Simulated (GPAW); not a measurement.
# GaN (P6_3mc) in GPAW: further runs

Aim: see how the results for GaN move with the level of theory and the settings. Levels: LDA, PBE, vdW-DF. Tasks: optical spectrum by the Bethe-Salpeter equation, optical spectrum, band structure.

Everything below comes from runs of GPAW 26.7.0. Logs are shortened: lines on timing, memory, paths and dates and some standing lists are left out, and cuts for length are marked. The log counts tension as positive stress, the text compression.

**The experiment to reproduce.**

From “Studying electronic properties in GaN without electrical contacts using γ-γ vs e−-γ Perturbed Angular Correlations”, 2019, pmc:6823545, for a bulk crystal of GaN: band gap 3.503 ± 0.005 eV (direct).

The results are compared with them further down.

## (1) The crystal as given

The structure is hexagonal, space group P6_3mc (No. 186). The conventional cell has a = 3.180 Å, b = 3.180 Å, c = 5.166 Å, α = 90.00°, β = 90.00°, γ = 120.00°. Ga (site symmetry 3m) is surrounded by 4 N at 1.94 to 1.95 Å. N (site symmetry 3m) has 4 Ga at 1.94 to 1.95 Å as nearest neighbours.

## (2) Optical spectrum by the Bethe-Salpeter equation, LDA (volume scaled by 1.08)

run.py

```python
import numpy as np
from ase import Atoms
from ase.dft.bandgap import bandgap
from ase.io import write
from gpaw import GPAW, PW
from gpaw.response.bse import BSE

atoms = Atoms(['Ga', 'Ga', 'N', 'N'],
              cell=[[3.2626341063, 0.0, 0.0],
                    [-1.6313170531, 2.8255240192, 0.0],
                    [0.0, 0.0, 5.3002414443]],
              scaled_positions=[[0.6666666667, 0.3333333333, 0.5],
                                [0.3333333333, 0.6666666667, 0.0],
                                [0.6666666667, 0.3333333333, 0.875],
                                [0.3333333333, 0.6666666667, 0.375]],
              pbc=True)

calc = GPAW(mode=PW(650),
            xc='LDA',
            kpts={'size': (8, 8, 4), 'gamma': True},
            occupations={'name': 'fermi-dirac', 'width': 0.001},
            nbands=18,
            convergence={'density': 1e-06},
            maxiter=150,
            txt='gpaw.txt')
atoms.calc = calc
energy = atoms.get_potential_energy()
calc.write('gs.gpw')
write('result.traj', atoms)
print(f'Energy: {energy:.6f} eV')
print('Fermi level:', round(calc.get_fermi_level(), 4), 'eV')
print(f'Gap: {bandgap(calc)[0]:.4f} eV, direct: {bandgap(calc, direct=True)[0]:.4f} eV')

dense = calc.fixed_density(kpts={'size': (6, 6, 3), 'gamma': True},
                           nbands=94, convergence={'bands': 88},
                           update_fermi_level=True, txt='dense.txt')
dense.write('dense.gpw', mode='all')
gap = bandgap(dense, direct=True)[0]
print(f'Direct gap on the dense mesh: {gap:.4f} eV')

bse = BSE('dense.gpw',
          ecut=40,
          valence_bands=range(4, 8),
          conduction_bands=range(8, 12),
          nbands=88,
          mode='BSE',
          integrate_gamma='1BZ',
          direction=0,
          txt='bse.txt',
          eshift=1.44)
bse.get_dielectric_function(w_w=np.linspace(0, 12, 241), eta=0.1, filename='bse.csv', write_eig='eig.dat')
_, energies, weights = np.loadtxt('eig.dat', unpack=True)
bright = energies[weights > 1e-3 * weights.max()]
print(f'Lowest exciton {energies.min():.4f} eV, lowest bright one {bright.min():.4f} eV')
```

Potentials or basis: the program's PAW data sets (release 1.2.1) made for this functional, pw.

Launch:

```
$ OMP_NUM_THREADS=1 python run.py
```

gpaw.txt:

```text
__  _  _
 | _ |_)|_||  |
 |__||  | ||/\| - 26.7.0

Input parameters:
  mode=PW(ecut=650.0),
  convergence={'density': 1e-06},
  kpts=MonkhorstPack(size=(8, 8, 4), gamma=True),
  maxiter=150,
  nbands=18,
  occupations=Occupations(name='fermi-dirac', width=0.001),
  xc=XC(name='LDA')

Diagonalizing LCAO Hamiltonian
Converting LCAO to pw mode

           N

        N  Ga

        Ga

Atoms  # Å, Bohr magnetons
|   | symbol |         x |        y |        z |    initial magnetic moments |
|---|--------|-----------|----------|----------|-----------------------------|
| 0 |     Ga |  1.631317 | 0.941841 | 2.650121 | ( 0.0000,  0.0000,  0.0000) |
| 1 |     Ga | -0.000000 | 1.883683 | 0.000000 | ( 0.0000,  0.0000,  0.0000) |
| 2 |      N |  1.631317 | 0.941841 | 4.637711 | ( 0.0000,  0.0000,  0.0000) |
| 3 |      N | -0.000000 | 1.883683 | 1.987591 | ( 0.0000,  0.0000,  0.0000) |

Unit cell  # Å
| periodic |         x |        y |        z |  lengths |     angles |
|----------|-----------|----------|----------|----------|------------|
|      yes |  3.262634 | 0.000000 | 0.000000 | 3.262634 |  90.000000 |
|      yes | -1.631317 | 2.825524 | 0.000000 | 3.262634 |  90.000000 |
|      yes |  0.000000 | 0.000000 | 5.300241 | 5.300241 | 120.000000 |

Number of symmetries: 6
Symmetry operations  # r_c * U_cc + t_c -> r_c
|   | kind |            matrix            |
|---|------|------------------------------|
| 0 |  σ   |  1, 1, 0,  0,-1, 0,  0, 0, 1 |
| 1 |  E   |  1, 0, 0,  0, 1, 0,  0, 0, 1 |
| 2 |  C3  |  0, 1, 0, -1,-1, 0,  0, 0, 1 |
| 3 |  σ   |  0,-1, 0, -1, 0, 0,  0, 0, 1 |
| 4 |  σ   | -1, 0, 0,  1, 1, 0,  0, 0, 1 |
| 5 |  C3  | -1,-1, 0,  1, 0, 0,  0, 0, 1 |

BZ-sampling:
  Number of BZ points: 256
  Number of IBZ points: 35

  Monkhorst-Pack size: [8, 8, 4]
  Monkhorst-Pack shift: [0.0625, 0.0625, 0.125]

K-points  # in reciprocal-cell coordinates
|     |                                coordinates |     weight |
|-----|--------------------------------------------|------------|
|   0 | (  0.00000000,   0.00000000,   0.00000000) | 0.00390625 |
|   1 | (  0.00000000,   0.00000000,   0.25000000) | 0.00781250 |
|   2 | (  0.00000000,   0.00000000,   0.50000000) | 0.00390625 |
|   3 | (  0.12500000,   0.00000000,  -0.25000000) | 0.02343750 |
|   4 | (  0.12500000,   0.00000000,   0.00000000) | 0.02343750 |
|   5 | (  0.12500000,   0.00000000,   0.25000000) | 0.02343750 |
|   6 | (  0.12500000,   0.00000000,   0.50000000) | 0.02343750 |
|   7 | (  0.25000000,  -0.12500000,   0.00000000) | 0.02343750 |
|   8 | (  0.25000000,  -0.12500000,   0.25000000) | 0.04687500 |
|   9 | (  0.25000000,  -0.12500000,   0.50000000) | 0.02343750 |
| ... |                                            |            |
|  34 | (  0.50000000,   0.50000000,   0.50000000) | 0.01171875 |

Plane wave coefficients: 1858
Cutoff: 650.0 eV

Spin-components: 1 (collinear spins)
Bands:           18
Projectors:      20
Spin-degeneracy: 2
Datatype:        complex128

Density:
  Valence electrons: 16.0
  Components: 1
  Grid points: [20 20 32]
  Charge: 0.0  # |e|

Potential:
  Grid points: [20 20 32]

species:
  Ga:
    name:    Gallium
    Z:       31.0
    valence: 3
    core:    28
    charge:  0.0  # [|e|]
    compensation charges:
      type: gauss
      rc: 0.37  # [Å]
      lmax: 2
    cutoffs:
      filter: 2.06  # [Å]
      core: 4.17  # [Å]
    projectors
    | kind |    occ | energy [eV] | rcut [Å] |
    |------|--------|-------------|----------|
    |   4s |  2.000 |      -9.167 |    1.164 |
    |   4p |  1.000 |      -2.734 |    1.164 |
    |    s |        |      18.045 |    1.164 |
    |    p |        |      24.478 |    1.164 |
    |    d |        |       0.000 |    1.164 |

    Using partial waves for Ga as LCAO basis

  N:
    name:    Nitrogen
    Z:       7.0
    valence: 5
    core:    2
    charge:  0.0  # [|e|]
    compensation charges:
      type: gauss
      rc: 0.18  # [Å]
      lmax: 2
    cutoffs:
      filter: 1.11  # [Å]
      core: 0.96  # [Å]
    projectors
    | kind |    occ | energy [eV] | rcut [Å] |
    |------|--------|-------------|----------|
    |   2s |  2.000 |     -18.420 |    0.603 |
    |   2p |  3.000 |      -7.237 |    0.529 |
    |    s |        |       8.791 |    0.603 |
    |    p |        |      19.974 |    0.529 |
    |    d |        |       0.000 |    0.577 |

    Using partial waves for N as LCAO basis

Reference energy: -108557.861093  # eV

eigensolver:
  PPCG
  Converge bands: occupied
  niter=2

density mixing:
  MSR1-Mixer
  Pratt-step length: 0.05
  Maximum mixing coefficient: 0.75
  Old densities: 10
  SVD Regularization: 0.005
  Good broyden scale: 1.0
  Trust region scale: 1.0
  Backstep threshold: 4.0
  History deletion threshold: 6.0
  Fourier metric: weight=20.0, sigma=0.015

occupation numbers:
  Fermi-Dirac:
    width: 0.0010  # eV

poisson solver:
  ecut: 5200.0  # eV

xc functional:
  name: None

convergence criteria:
- Maximum integral of absolute [dens]ity change: 1e-06 electrons / valence electron
- Maximum [total energy] change in last 3 cyles: 0.0005 eV / valence electron
- Maximum integral of absolute [eigenst]ate change: 4e-08 eV^2 / valence electron
maximum number of iterations: 150

SCF iterations
|iter     | |      energy | eigst |  dens |
|---------|-|-------------|-------|-------|
|iter:   1| |  -30.840705 | -0.33 |       |
|iter:   2| |  -29.930439 | -1.91 | -0.58 |
|iter:   3| |  -27.553485 | -0.63 | -0.64 |
|iter:   4| |  -27.525666 | -3.01 | -1.28 |
|iter:   5| |  -27.515435 | -3.59 | -1.56 |
|iter:   6| |  -27.515421 | -5.45 | -2.88 |
|iter:   7| |  -27.515428c| -6.20 | -3.22 |
|iter:   8| |  -27.515426c| -6.82 | -3.83 |
|iter:   9| |  -27.515426c| -7.66c| -4.54 |
|iter:  10| |  -27.515426c| -8.33c| -5.08 |
|iter:  11| |  -27.515426c| -9.40c| -5.91 |
|iter:  12| |  -27.515426c|-10.07c| -6.41c|

Converged in 12 steps
Energy contributions relative to reference atoms: (reference = -108557.861093)

Energy contributions:
  Kinetic:          44.209097
  Coulomb:         -39.792924
  Zero:              0.139586
  External:          0.000000
  Xc:              -32.071185
  Entropy:          -0.000000
  Spinorbit:         0.000000
  ----------------------------
  Free energy:     -27.515426
  Extrapolated:    -27.515426

dipole moment: (-0.000024, -0.000041, -12.058863)  # |e|*Ang

Fermi level: 5.488
Eigenvalues  # (at kpt = [0.000, 0.000, 0.000])
| band index |      eig [eV] | occ [0-2] |
|------------|---------------|-----------|
|          0 |        -9.950 |     2.000 |
|          1 |        -7.774 |     2.000 |
|          2 |        -1.394 |     2.000 |
|          3 |         4.333 |     2.000 |
|          4 |         4.333 |     2.000 |
|          5 |         5.247 |     2.000 |
[... 8 lines left out ...]
|         14 |        16.398 |     0.000 |
|         15 |        16.398 |     0.000 |
|        ... |               |           |
|         17 |        20.090 |     0.000 |

Gap: 1.556 eV
Transition (v -> c):
  (s=0, k=0, n=7, [0.00, 0.00, 0.00]) -> (s=0, k=0, n=8, [0.00, 0.00, 0.00])
No difference between direct/indirect transitions
# Writing to gs.gpw (mode='')
```

It took 12 min on 1 thread of Arm Neoverse V1, shared host; peak memory 0.56 GiB.

What came out:

```
Free energy                              : -27.5154 eV
Band gap on the k mesh, mean-field level : 1.56 eV, direct
Exciton binding energy                   : 0.29 eV
```

Lowest exciton energies (eV): 2.71, 2.71, 2.76, 3.68, 4.42, 4.42, 4.45, 4.47

Caveat: the band lists can cut through equal levels, which moves peak heights; the k mesh is coarse; on so coarse a mesh excitons come out too strongly bound; on this mesh the treatment of q = 0 moves the result by about a tenth of an eV; the long-wavelength limit can be off by a per cent or two; the static dielectric constant lacks the antiresonant part and is too small; spectra need much finer meshes, so this one isn't converged; an odd mesh through Γ misses points on the zone boundary, where band edges often lie.

[end of part 1 of 2]
